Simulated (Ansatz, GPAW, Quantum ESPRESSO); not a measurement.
## One calculation of TiC, 3 ways

```xyz
2
Lattice="0.0000 2.1657 2.1657 2.1657 0.0000 2.1657 2.1657 2.1657 0.0000" Properties=species:S:1:pos:R:3 pbc="T T T"
Ti    0.0000    0.0000    0.0000
C     2.1657    2.1657    2.1657
```

The cell is a database's computed one, not the measured one.

Alike in all runs: task band structure; functional PBEsol; k mesh 11 × 11 × 11; occupations fermi-dirac, width 0.05 eV; no spin polarisation; no spin-orbit coupling. Pressure is positive in compression and, in plane waves, holds the error of the finite cutoff.

```csv
program and potentials,plane-wave cutoff (eV),notes,pressure (GPa)
"Quantum ESPRESSO, PseudoDojo 0.4.1 SR PBEsol standard",1143,-,-6.52
"GPAW, PAW data sets generated for this functional",800,-,-5.85
"Ansatz, all-electron LAPW, scalar-relativistic",-,-,?
```

Task: Estimate from the other rows what the run with Ansatz, all-electron LAPW, scalar-relativistic gave.

Result: Pressure -6.74 GPa. The other rows, which needn't bracket it: pressure -6.52 to -5.85.
